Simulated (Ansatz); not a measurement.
A vibration from a frozen displacement in C

All numbers below come from Ansatz 0.2.0, DFT LDA, scalar-relativistic, plane waves, PAW. Settings: plane waves to 420 eV, k-mesh 8×8×8 (Γ-centred), Gaussian smearing 0.05 eV. No spin polarisation. Energies are free energies at this smearing, counted from the undisturbed cell; pressure is positive in compression.

The starting cell (relaxed at this level):

```
CELL_PARAMETERS angstrom
1.39167 2.44487 -3.33730
1.39167 -2.44487 -3.33730
-2.84293 0.00000 -3.31411
ATOMIC_POSITIONS crystal
C 0.91662 0.41662 0.66662
C 0.41662 0.91662 0.66662
C 0.91662 0.91662 0.16662
C 0.41662 0.41662 0.16662
C 0.08338 0.58338 0.33338
C 0.58338 0.08338 0.33338
C 0.08338 0.08338 0.83338
C 0.58338 0.58338 0.83338
```

The cell holds layers and no dispersion correction was added, so their binding is poorly described.

Atom 1 (C) is moved by x along the Cartesian unit vector (0.000, -1.000, 0.000); the cell and all other atoms stay fixed. The cell's volume is 68.94 Å³; the moved atoms weigh 12.011 u together and the others 84.077 u. Some rows repeat others by symmetry and weren't run.

| x (Å) | ΔE (meV/cell) | total force on the moved atoms along the move (eV/Å) | pressure (GPa) |
| --- | --- | --- | --- |
| -0.3000 | 3161.53 | 22.5808 | 12.1034 |
| -0.2625 | 2379.87 | 19.1489 | 9.1957 |
| -0.2250 | 1722.36 | 15.9568 | 6.7099 |
| -0.1875 | 1180.51 | 12.9725 | 4.6314 |
| -0.1500 | 747.29 | 10.1588 | 2.9512 |
| -0.1125 | 416.78 | 7.4904 | 1.6583 |
| -0.0750 | 184.12 | 4.9335 | 0.7423 |
| -0.0375 | 45.86 | 2.4489 | 0.1954 |
| 0.0000 | 0.00 | 0.0000 | 0.0141 |
| 0.0375 | 45.86 | -2.4489 | 0.1954 |
| 0.0750 | 184.12 | -4.9335 | 0.7423 |
| 0.1125 | 416.78 | -7.4904 | 1.6583 |
| 0.1500 | 747.29 | -10.1588 | 2.9512 |
| 0.1875 | 1180.51 | -12.9725 | 4.6314 |
| 0.2250 | 1722.36 | -15.9568 | 6.7099 |
| 0.2625 | 2379.87 | -19.1489 | 9.1957 |
| 0.3000 | 3161.53 | -22.5808 | 12.1034 |

What frequency belongs to this motion?

The force constant is k = −dF/dx = 65.304 eV/Å², from the parabola through x = -0.0375, 0 and 0.0375. In every cell the moved atoms swing against the rest, so the mass is μ = m₁m₂/(m₁ + m₂) = 10.510 u, and ν̃ = 521.5 cm⁻¹ × √(|k|/μ) = 1300 cm⁻¹. The pattern needn't be a normal mode: ν̃² is then a weighted mean of the squared nonzero frequencies at the zone centre of this cell, taken without macroscopic field, so it lies between the lowest and the highest of them.

How far does the harmonic law reach?

At x = -0.300 Å, kx²/2 = 2938.68 meV against the computed 3161.53 meV (+7.6 %): the well is still close to harmonic there.

The pressure changes with x². What does that say about the frequency under compression?

With E = k(V)x²/2, k ∝ V^(−2γ) and x scaling with the cell as V^(1/3), P − P0 = −∂E/∂V = (2γ − 2/3) ΔE/V. At x = 0.0750 Å, V(P − P0) = 68.94 × 0.72820 / 160.2 eV = 313.36 meV and ΔE = 184.12 meV, so γ = 1/3 + V(P − P0)/(2ΔE) = 1.18. This is the Grüneisen parameter of the motion under uniform scaling of the cell: shrinking the cell evenly by 1 % in volume raises the frequency by about 1.18 %.

Cost: 9 runs of about 2.3 core-minutes in all, on Oxide Virtual Turin-like Processor (Zen 5) (shared hosts).

The displaced atom moves within a graphite-like sheet, at right angles to one of its three bonds, so the other two are alternately stretched and compressed. The stiff restoring force therefore comes mainly from the strong sp² σ framework, with π bonding adding to it, and hardly from contact between layers. Mirror symmetry removes the odd terms from the energy. The extra stiffness at large displacement is an even anharmonic term, probably because repulsion in the shortened bond rises faster than the stretched one softens.

The value of 1300 cm⁻¹ shouldn't be read as the Raman G mode, which lies higher. Moving one atom in this enlarged cell also mixes in softer in-plane modes folded from the zone boundary.

The Grüneisen parameter of 1.18 likewise reflects shortening of the covalent bonds, which even scaling imposes. Under hydrostatic pressure graphite shrinks mostly between its layers, so the frequency should rise considerably less for the same loss of volume.
